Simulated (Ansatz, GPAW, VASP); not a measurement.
**WC: 4 runs at one level of theory**

```
W C
1.0
     2.90650    0.00000    0.00000
    -1.45325    2.51710    0.00000
     0.00000    0.00000    2.83660
W C
1 1
Direct
  0.00000 0.00000 0.00000
  0.66667 0.33333 0.50000
```

Alike in all runs: task single point; functional PBE; k mesh 10 × 10 × 9; occupations gaussian, width 0.023 eV; no spin polarisation; no spin-orbit coupling. Pressure is positive in compression and, in plane waves, holds the error of the finite cutoff, which Ansatz's Pulay term estimates and takes out.

| program and potentials | plane-wave cutoff (eV) | notes | pressure (GPa) |
| --- | --- | --- | --- |
| Ansatz, Ansatz PAW | 420 | Pulay term of +0.31 GPa included | 5.60 |
| Ansatz, all-electron LAPW, scalar-relativistic | - | - | ? |
| GPAW, GPAW PAW data sets (gpaw-data 1.2.1) | 800 | - | 5.36 |
| VASP, PBE PAW files C, W_sv, 520 eV | 520 | - | 6.73 |

Problem. Estimate from the other rows what the run with Ansatz, all-electron LAPW, scalar-relativistic gave.

Solution. Pressure 5.69 GPa. The other rows, which needn't bracket it: pressure 5.36 to 6.73.
